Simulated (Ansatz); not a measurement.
# Te2Mo: the cost of one run

Computed with Ansatz 0.2.0 (DFT PBE+D3(BJ), scalar-relativistic, plane waves, PAW, unless a step's input says otherwise).

### Step 1. The starting structure

Symmetry: P-3m1, No. 164, trigonal system. Conventional cell: a = 3.560 Å, b = 3.560 Å, c = 24.811 Å, α = 90.00°, β = 90.00°, γ = 120.00°. Te (site symmetry 3m) is surrounded by 3 Mo at 2.73 Å. Te (site symmetry 3m) has 3 Mo at 2.72 Å as nearest neighbours. Mo (site symmetry 3m) has 6 Te at 2.72 to 2.73 Å as nearest neighbours.

Coordinates:

```xyz
6
Lattice="3.5604 0.0000 0.0000 -1.7802 3.0834 0.0000 0.0000 0.0000 24.8113" Properties=species:S:1:pos:R:3 pbc="T T T"
Te    0.0000    2.0556    1.9693
Te    1.7802    1.0278   19.2625
Te    1.7802    1.0278   22.8420
Te    0.0000    2.0556    5.5488
Mo    0.0000    2.0556   21.0513
Mo    1.7802    1.0278    3.7599
```

The structure comes from the Materials Project (structure only).

### Step 2. Probe: one point at the start

input.yaml reads:

```yaml
crystal:
  lattice:
    - [3.5603917377, 0.0, 0.0]
    - [-1.7801958688, 3.0833896922, 0.0]
    - [0.0, 0.0, 24.8112624]
  atoms:
    - { symbol: Te, position: [0.33333333, 0.66666667, 0.07937114] }
    - { symbol: Te, position: [0.66666667, 0.33333333, 0.77636052] }
    - { symbol: Te, position: [0.66666667, 0.33333333, 0.92062886] }
    - { symbol: Te, position: [0.33333333, 0.66666667, 0.22363948] }
    - { symbol: Mo, position: [0.33333333, 0.66666667, 0.84845851] }
    - { symbol: Mo, position: [0.66666667, 0.33333333, 0.15154149] }
basis:
  ecutwfc: 420
kpoints:
  mp_grid: { grid: [6, 6, 1] }
hamiltonian:
  xc: pbe
  dispersion: d3bj
scf:
  occupations: { method: gaussian, width: 0.1 }
output:
  forces: true
  stress: true
  eigenvalues: true
```

Started as:

```
$ ansatz run input.yaml --threads 4 --pin off --max-ram 5120MiB --backend cpu --events-out ev --progress --plain --runs-dir out
```

Q: Estimate wall time and peak memory on 4 threads of Intel Xeon Platinum 8488C (Sapphire Rapids), shared host.

About 1.4 s, with a peak of 0.85 GiB.
